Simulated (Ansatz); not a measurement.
# In under changes of volume

One of the cells (26.144 Å³/atom); the others are scaled copies at fixed shape and fractional positions:

```
CELL_PARAMETERS angstrom
-1.62547 1.62547 2.47370
1.62547 -1.62547 2.47370
1.62547 1.62547 -2.47370
ATOMIC_POSITIONS crystal
In 0.00000 0.00000 0.00000
```

```yaml
Program: Ansatz 0.2.0
Functional: HSE06
Potentials_or_basis: Ansatz PAW
Cutoff: "420 eV (not typed: the program's choice for these potentials)"
k_mesh: 8 × 8 × 8
Occupations: fermi-dirac, width 0.05 eV
Spin: no spin polarisation
```

| volume (Å³/atom) | energy over the lowest point (meV/atom) | pressure (GPa) |
| --- | --- | --- |
| 24.575 | 22.22 | 3.9 |
| 25.098 | 11.51 | 2.7 |
| 25.621 | 4.49 | 1.6 |
| 26.144 | 0.77 | 0.7 |
| 26.666 | 0.00 | -0.2 |
| 27.189 | ? | ? |
| 27.712 | 6.01 | -1.5 |

Task: What does the run at 27.189 Å³/atom give?

Result: Energy over the lowest point 1.86 meV/atom; pressure -0.9 GPa.

Worked out: A Birch-Murnaghan fit of order 3 (a polynomial in V^(-2/3)) to the other rows has its minimum at 26.55 Å³/atom with B0 = V·E''(V) = 42 GPa and B' = 4.8 at fixed shape and positions, which overstates the stiffness. It gives 1.83 meV/atom at 27.189 Å³/atom, against the run's 1.86, and -dE/dV = -0.9 GPa, against -0.9.

Energies are extrapolated to zero smearing.

Caveats: the PAW data sets come from PBE, with cores solved anew for the run's functional, which leaves a small shift of forces and pressure; the thresholds are loose for stress.
